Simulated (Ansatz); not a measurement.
# InP: the cost of one run

Method: DFT r2SCAN, scalar-relativistic, plane waves, PAW, in Ansatz 0.2.0.

### Step 1. The starting structure

It takes space group P6/mmm (No. 191, hexagonal). The conventional cell has a = 6.000 Å, b = 6.000 Å, c = 4.841 Å, α = 90.00°, β = 90.00°, γ = 120.00°. In (site symmetry mmm) has 6 P at 2.98 to 3.00 Å and 4 In at 3.00 Å as nearest neighbours. P (site symmetry 6/mmm) is surrounded by 6 In at 3.00 Å. P (site symmetry -6m2) has 6 In at 2.98 Å as nearest neighbours.

Structure file:

```
In P
1.0
     6.00010    0.00000    0.00000
    -3.00005    5.19624    0.00000
     0.00000    0.00000    4.84099
In P
3 3
Cartesian
  3.0000 0.0000 0.0000
  1.5000 2.5981 0.0000
  -1.5000 2.5981 0.0000
  0.0000 0.0000 0.0000
  0.0000 3.4642 2.4205
  3.0000 1.7321 2.4205
```

This is candidate A: CoSn type (P6/mmm, No. 191).

(A quick probe on a coarse mesh, which set the mesh and smearing, is not shown.)

### Step 3. Relaxing cell and atoms (candidate A)

input.yaml

```yaml
crystal:
  lattice:
    - [6.0000996351, 0.0, 0.0]
    - [-3.0000498176, 5.1962387093, 0.0]
    - [0.0, 0.0, 4.8409894784]
  atoms:
    - { symbol: In, position: [0.5, 0.0, 0.0] }
    - { symbol: In, position: [0.5, 0.5, 0.0] }
    - { symbol: In, position: [0.0, 0.5, 0.0] }
    - { symbol: P, position: [0.0, 0.0, 0.0] }
    - { symbol: P, position: [0.3333333333, 0.6666666667, 0.5] }
    - { symbol: P, position: [0.6666666667, 0.3333333333, 0.5] }
basis:
  ecutwfc: 500
kpoints:
  mp_grid: { grid: [6, 6, 8] }
hamiltonian:
  xc: r2scan
scf:
  occupations: { method: gaussian, width: 0.1 }
output:
  forces: true
  stress: true
  eigenvalues: true
relax:
  adjacent_minimum: "off"
  f_tol: 0.01
  max_steps: 80
  cell: { stress_tol: 0.05 }
```

Launch:

```console
ansatz run input.yaml --threads 1 --pin off --max-ram 3072MiB --backend cpu --events-out ev --progress --plain --runs-dir out
```

**Question.** How long does this run take on 1 thread of Intel Xeon 6975P-C (Granite Rapids), shared host, and how much memory does it need?

About 1.8 min, with a peak of 0.86 GiB.
